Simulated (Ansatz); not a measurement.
Runs of Ansatz 0.2.0 on SiNi. It takes space group Pnma (No. 62, orthorhombic). Conventional cell: a = 5.173 Å, b = 3.338 Å, c = 5.605 Å, α = 90.00°, β = 90.00°, γ = 90.00°. Around Ni (site symmetry m) lie 6 Si at 2.28 to 2.40 Å. Around Si (site symmetry m) lie 6 Ni at 2.28 to 2.40 Å. 

```tsv
task	level	cell	smearing	points for each segment of the path	gap on the mesh (eV)	pressure (GPa)	moment (μB)	relaxed volume (Å³/atom)	largest force (eV/Å)
single point	PBE	as given	gaussian 0.014 eV	-	none	(c)	0.00	-	0.05
band structure	BLYP	as given	fermi-dirac 0.05 eV	10	none	(a)	0.00	-	0.16
relaxation of cell and atoms	BLYP+D4	relaxed	fermi-dirac 0.05 eV	-	none	0.0	0.00	(b)	-
band structure	revPBE	as given	fermi-dirac 0.05 eV	10	none	4.4	0.00	-	0.06
relaxation of cell and atoms	revPBE+D4	relaxed	fermi-dirac 0.05 eV	-	none	0.0	0.00	11.66	-
```

Alike in all rows: potentials or basis Ansatz PAW; spin collinear, ferromagnetic start; k mesh 5 × 8 × 5; cutoff (eV) 420.

Q: Estimate the missing entries.

A: (a) 9.9; (b) 12.04; (c) 1.7.

Caveats: the potentials were made for another functional, which shifts forces and pressure (some runs); the PAW data sets come from PBE, with cores solved anew for the run's functional, which leaves a small shift of forces and pressure (some runs); the plane-wave basis is chosen anew once the cell has moved, so the energies of steps on either side of that aren't comparable (some runs); pairwise dispersion overbinds metals, which lowers pressure and volume (some runs).

A k mesh can miss the band edges.

A gap of «none» marks a metal or a gap under the smearing width.

Not every run made on this cell is shown here.
